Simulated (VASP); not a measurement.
# CaSe: single point with PBEsol

Crystal: CaSe.

```
Ca Se
1.0
     0.00000    3.30000    3.30000
     3.30000    0.00000    3.30000
     3.30000    3.30000    0.00000
Ca Se
1 1
Direct
  0.00000 0.00000 0.00000
  0.75000 0.75000 0.75000
```

The cell comes from a database or a generator and needn't be the stable form of this composition.

| Property | Result |
| --- | --- |
| Program | VASP 6.6.1 |
| Task | single point |
| Functional | PBEsol |
| Potentials or basis | VASP PAW PBE potentials, release 64 (Ca_sv, Se) |
| Cutoff | 520 eV |
| k mesh | 6 × 6 × 6 |
| Occupations | gaussian, width 0.1 eV |
| Spin | no spin polarisation |
| Dipole correction | no |
| Further INCAR settings | ALGO = Fast; EDIFF = 1e-06; NBANDS = 15 |

```yaml
Pressure: -1.3 GPa
Band_gap_on_the_k_mesh: 3.00 eV, indirect (least direct gap 3.09 eV)
```

Levels at points of the mesh, in eV from the valence-band top:
```tsv
k point	band 5	band 6	band 7	band 8	band 9	band 10	band 11	band 12
(0.00, 0.00, 0.00)	-10.32	-0.09	-0.09	-0.09	3.00	5.32	5.32	7.30
(0.50, 0.00, 0.00)	-10.07	-1.22	-0.01	-0.01	4.97	5.42	5.42	5.66
(0.50, 0.50, 0.00)	-9.99	-1.24	-0.04	-0.04	3.45	4.88	6.04	6.04
```

It took 13 s on 1 thread of AMD EPYC 9R45 96-Core Processor (Zen 5) (shared host), peak memory 0.17 GiB.

Caveat: the PAW data sets were made with another functional, which shifts forces and pressure a little. A k mesh can miss the band edges.
